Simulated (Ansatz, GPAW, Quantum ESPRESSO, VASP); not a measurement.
## One calculation of W, 4 ways

```xyz
1
Lattice="-1.5823 1.5823 1.5823 1.5823 -1.5823 1.5823 1.5823 1.5823 -1.5823" Properties=species:S:1:pos:R:3 pbc="T T T"
W     0.0000    0.0000    0.0000
```

Alike in all runs: task band structure; functional PBEsol; k mesh 12 × 12 × 12; occupations fermi-dirac, width 0.05 eV; no spin polarisation; no spin-orbit coupling. Pressure is positive in compression and, in plane waves, holds the error of the finite cutoff.

```
                               program and potentials  plane-wave cutoff (eV)                    notes  pressure (GPa)
    GPAW, PAW data sets generated for this functional                     600                        -           -3.28
                     VASP, PBE PAW files W_sv, 520 eV                     520  potentials made for PBE           -2.37
       Ansatz, all-electron LAPW, scalar-relativistic                       -                        -           -2.95
Quantum ESPRESSO, PseudoDojo 0.4.1 SR PBEsol standard                    1007                        -           -2.78
```

The pressure spans -3.28 (GPAW, PAW data sets generated for this functional) to -2.37 GPa (VASP, PBE PAW files W_sv, 520 eV), with all-electron results at -2.95.

Differences between rows come from potentials, basis sets and numerical settings, since the functional is the same but for its coding. Runs on potential files found faulty are left out.

All four calculations put bcc tungsten under tension at this volume, so PBEsol favours a slightly smaller cell whichever program is used. The cell is close to the measured one, and the sign fits the functional's known tendency to bind 5d metals a little too tightly.

Pressures of this size need only a small lattice mismatch. Tungsten's roughly half-filled d band occupies mostly bonding states and leaves the antibonding ones largely empty, which gives strong cohesion and a very high bulk modulus. The spread between programs therefore corresponds to a much smaller relative disagreement in lattice constant than the pressures might suggest.

Quantum ESPRESSO, at -2.78 GPa, comes closest to the all-electron value of -2.95 GPa, while GPAW gives stronger tension and VASP weaker, perhaps partly through their different treatments of the core. The agreement in sign supports a contraction on relaxation, but pressure at a single volume fixes neither the equilibrium lattice constant nor the bulk modulus.
